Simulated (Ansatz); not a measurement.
A distorted cell of LaAlO$_{3}$ (cubic perovskite):

```
LaAlO3
1.0
    3.72067     0.00000     0.00000
    0.00000     3.72067     0.00000
    0.00000     0.00000     3.72067
La Al O
1 1 3
Direct
  0.50000   0.50000   0.50000
  0.00000   0.00000   0.00000
  0.00000   0.50000   0.00000
  0.50000   0.00000   0.00000
  0.00000   0.00000   0.50000
```

All values below come from PBEsol (plane waves to 420 eV, PAW, scalar-relativistic; Ansatz, an electronic-structure program). k mesh 9×9×9 (Γ-centred), Fermi-Dirac smearing 0.05 eV. Energies are smeared free energies. Compression counts positive. LaAlO3 is run without spin polarisation. LaAlO3 was relaxed with its symmetry unable to fall. This is a high-temperature form of LaAlO3.

**Question.** What is the stress tensor (GPa)?

**Answer.** 
```
    9.2      0.0      0.0
    0.0      9.2      0.0
    0.0      0.0      9.2
```
The pressure, a third of the trace, is 9.2 GPa.

**Question.** It is the relaxed cell scaled evenly to V/V₀ = 0.960, atoms relaxed where free. What is its energy relative to the relaxed cell?

**Answer.** 11.9 meV/atom.

(A scan under strain: stresses follow from slopes of the energy per volume, elastic moduli from its curvatures.)
